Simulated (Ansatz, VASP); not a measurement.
## One calculation of AgBr, two programs

```
CELL_PARAMETERS angstrom
0.00000 2.83872 2.83872
2.83872 0.00000 2.83872
2.83872 2.83872 0.00000
ATOMIC_POSITIONS crystal
Ag 0.50000 0.50000 0.50000
Br 0.00000 0.00000 0.00000
```

Alike in both runs: task single point; functional PBEsol; k mesh 10 × 10 × 10; occupations gaussian, width 0.05 eV; no spin polarisation.

|  | VASP | Ansatz |
| --- | --- | --- |
| version | VASP 6.6.1 | Ansatz 0.2.0 |
| potentials or method | VASP PAW PBE potentials, release 64 (Ag, Br) | scalar-relativistic, plane waves, PAW |
| plane-wave cutoff (eV) | 520 | 420 |
| valence electrons in the cell | 18 | 26 |

```tsv
	VASP	Ansatz	Ansatz less VASP
gap on the k mesh at the Fermi level (eV)	0.50	0.50	0.000
least direct gap on the mesh (eV)	2.57	2.57	+0.001
pressure (GPa)	-0.1	-0.1	+0.04
```

The two sets of potentials don't hold the same shells in valence.

Caveats: the PAW data sets were made with another functional, which shifts forces and pressure a little (VASP). A k mesh can miss the band edges.
